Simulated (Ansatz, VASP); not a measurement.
Two plane-wave programs on TePb

The input INCAR:

```
PREC = Accurate
ENCUT = 520
EDIFF = 1E-7
ISMEAR = 0
SIGMA = 0.01
LREAL = False
LASPH = True
NELM = 100
ALGO = Normal
ISIF = 2
LWAVE = False
LCHARG = False
GGA = PE
NBANDS = 17
```

KPOINTS

```
regular mesh
0
Gamma
  6 6 6
```

File POSCAR:

```
TePb
1.0
    0.0000000000      3.2310000000      3.2310000000
    3.2310000000      0.0000000000      3.2310000000
    3.2310000000      3.2310000000      0.0000000000
Te Pb
1 1
Direct
    0.5000000000      0.5000000000      0.5000000000
    0.0000000000      0.0000000000      0.0000000000
```

Input for Ansatz:

```yaml
crystal:
  lattice:
    - [0.0, 3.231, 3.231]
    - [3.231, 0.0, 3.231]
    - [3.231, 3.231, 0.0]
  atoms:
    - { symbol: Te, position: [0.5, 0.5, 0.5] }
    - { symbol: Pb, position: [0.0, 0.0, 0.0] }
kpoints:
  mp_grid:
    grid: [6, 6, 6]
hamiltonian:
  xc: pbe
  pseudopotentials:
    kind: paw
scf:
  occupations:
    method: fixed
output:
  forces: true
  stress: true
  eigenvalues: true
```

Alike in both runs: task single point; functional PBE; k mesh 6 × 6 × 6; no spin polarisation.

```csv
,VASP,Ansatz
version,VASP 6.6.1,Ansatz 0.2.0
potentials or method,"VASP PAW PBE potentials, release 64 (Te, Pb_d)","plane waves, PAW"
plane-wave cutoff (eV),520,420
occupations,"gaussian, width 0.01 eV",fixed
valence electrons in the cell,20,30
```

```csv
,VASP,Ansatz,Ansatz less VASP
gap on the k mesh at the Fermi level (eV),0.73,0.73,-0.005
pressure (GPa),2.1,2.1,+0.04
```

The two sets of potentials don't hold the same shells in valence.

Caveats: spin-orbit coupling is left out, which as a rule narrows the gap of such compounds by several tenths of an eV. A k mesh can miss the band edges.
